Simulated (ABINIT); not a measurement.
The system is Re.

```xyz
4
Lattice="2.7664 0.0000 0.0000 -1.3832 2.3958 0.0000 0.0000 0.0000 8.9388" Properties=species:S:1:pos:R:3 pbc="T T T"
Re    1.3832    0.7986    6.7041
Re    0.0000    0.0000    4.4694
Re    0.0000    1.5972    2.2347
Re    0.0000    0.0000    0.0000
```

Base run:

```yaml
Program: ABINIT 10.8.3 (patched build)
Functional: HCTH407
Potentials_or_basis: JTH PAW PBE v2.0
Cutoff: 599 eV
k_mesh: 11 × 11 × 3
Occupations: fermi-dirac, width 0.05 eV
Spin: no spin polarisation
```

Its results: band gap on the k mesh none (metal or under the smearing width); pressure -12.2 GPa.

Task: After a change of settings the same cell gave: band gap on the k mesh none (metal or under the smearing width); pressure 3.5 GPa. Which change was it?
A. functional from HCTH407 to BLYP
B. functional from HCTH407 to PBEsol; k mesh from 11 × 11 × 3 to 14 × 14 × 4
C. functional from HCTH407 to PW91
D. functional from HCTH407 to AM05

Result: C.

Caveats: the PAW data sets were made with another functional, which shifts forces and pressure a little.

Not every run made on this cell is shown here.
